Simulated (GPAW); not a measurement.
Here is a GPAW 26.7.0 calculation.

The input run.py:

```python
import json
import numpy as np
from ase import Atoms
from ase.dft.bandgap import bandgap
from ase.io import write
from gpaw import GPAW, PW, setup_paths
from gpaw.response.g0w0 import G0W0

setup_paths.insert(0, '.')

atoms = Atoms(['Al', 'N'],
              cell=[[0.0, 2.034518, 2.034518],
                    [2.034518, 0.0, 2.034518],
                    [2.034518, 2.034518, 0.0]],
              scaled_positions=[[0.5, 0.5, 0.5],
                                [0.0, 0.0, 0.0]],
              pbc=True)

calc = GPAW(mode=PW(650),
            xc='AM05',
            kpts={'size': (6, 6, 6), 'gamma': True},
            occupations={'name': 'fermi-dirac', 'width': 0.001},
            nbands=11,
            convergence={'density': 1e-06},
            maxiter=150,
            txt='gpaw.txt')
atoms.calc = calc
energy = atoms.get_potential_energy()
calc.write('gs.gpw')
write('result.traj', atoms)
print(f'Energy: {energy:.6f} eV')
print('Fermi level:', round(calc.get_fermi_level(), 4), 'eV')
print(f'Gap: {bandgap(calc)[0]:.4f} eV, direct: {bandgap(calc, direct=True)[0]:.4f} eV')

calc.diagonalize_full_hamiltonian(nbands=42)
calc.write('full.gpw', mode='all')

ibz = calc.get_ibz_k_points()
gap, vbm, cbm = bandgap(calc, output=None)
gap, direct, _ = bandgap(calc, direct=True, output=None)
gamma = int(np.abs(ibz).sum(1).argmin())
kpts = sorted({gamma, vbm[1], cbm[1], direct[1]})
gw = G0W0(calc='full.gpw',
          filename='gw',
          ecut=100,
          ecut_extrapolation=True,
          relbands=(-2, 2),
          kpts=kpts,
          integrate_gamma='WS',
          ppa=True)
gw.calculate()
results = {mode: {key: np.asarray(r[key]).tolist() for key in ['f', 'eps', 'vxc', 'exx', 'sigma', 'Z', 'qp', 'sigma_eskn']}
           for mode, r in gw.all_results.items()}
json.dump({'kpts': ibz[kpts].tolist(), 'results': results}, open('gw.json', 'w'))
for mode, r in results.items():
    f, qp = np.array(r['f']), np.array(r['qp'])
    print(mode, 'quasiparticle energies (eV):')
    print(qp.round(3))
    print(mode, 'gap:', round(qp[f < 0.5].min() - qp[f > 0.5].max(), 4), 'eV')
```

Potentials or basis: PAW data sets generated in the run's folder for this functional, pw.

Run with:

```bash
$ gpaw-setup -x -f AM05 Al N
$ OMP_NUM_THREADS=1 python run.py
```

Task: Predict the quasiparticle gap.

Result: 6.11 eV.

Task: Estimate the least direct quasiparticle gap.

Result: 7.20 eV.

Task: Estimate the band gap on the k mesh, mean-field level.

Result: 4.36 eV, indirect (least direct gap 5.37 eV).

Caveat: the k mesh is coarse (spacing up to 0.45 Å⁻¹), so the values aren't converged; the quasiparticle gap is taken among the few k points that were corrected; the long-wavelength limit can be off by a per cent or two. A k mesh can miss the band edges.
